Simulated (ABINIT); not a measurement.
## CuO (Tenorite): single point with LDA

Crystal: CuO (Tenorite).

```
CELL_PARAMETERS angstrom
2.34465 -1.71340 0.00000
2.34465 1.71340 0.00000
-0.86055 0.00000 5.05944
ATOMIC_POSITIONS crystal
Cu 0.49680 0.00320 0.50000
Cu 0.00320 0.49680 0.00000
O 0.40560 0.57140 0.75370
O 0.57140 0.40560 0.25370
```

```json
{"Program": "ABINIT 10.8.3 (patched build)", "Task": "single point", "Functional": "LDA", "Potentials or basis": "PseudoDojo NC SR LDA v0.4.1 standard", "Cutoff": "1252 eV", "k mesh": "8 × 8 × 4", "Occupations": "fermi-dirac, width 0.05 eV", "Spin": "no spin polarisation"}
```

```
Pressure                                              : -9.7 GPa
Largest force                                         : 0.810 eV/Å
Band gap on the k mesh                                : none (metal or under the smearing width)
Valence electrons inside the program's atomic spheres : Cu 17.30; O 6.17
```

Forces on the atoms (eV/Å):
```
Cu  -0.567 -0.296  0.213
Cu  -0.567  0.296  0.213
O    0.567 -0.538 -0.213
O    0.567  0.538 -0.213
```

Stress tensor (GPa, compression positive):
```
-10.68   0.00  -0.14
  0.00  -5.87   0.00
 -0.14   0.00 -12.41
```

Levels at points of the mesh, in eV from the Fermi level:
```csv
k point,band 23,band 24,band 25,band 26,band 27,band 28
"(0.00, 0.00, 0.00)",-2.06,-1.57,0.22,0.90,1.67,5.91
"(0.50, 0.00, 0.00)",-1.44,-1.32,-0.06,0.27,4.70,6.15
"(0.50, 0.50, 0.00)",-1.67,-1.13,-0.59,1.05,3.22,6.82
"(0.00, 0.00, 0.50)",-1.42,-1.42,0.22,0.22,3.85,3.85
"(0.50, 0.00, 0.50)",-1.66,-1.52,-0.08,0.73,4.99,6.34
"(0.50, 0.50, 0.50)",-1.21,-1.21,-0.43,-0.43,5.08,5.08
```

It took 100 s on 4 MPI ranks on Arm Neoverse V1 (shared host), peak memory 0.4 GiB a rank.

Caveat: the run has no spin polarisation, though such a crystal can be magnetic; semilocal functionals often make such compounds metallic where correlation or magnetic order opens a gap, which also shifts bond lengths. With open d or f shells a metallic result of LDA can be an artefact of self-interaction; +U or a hybrid may open a gap.
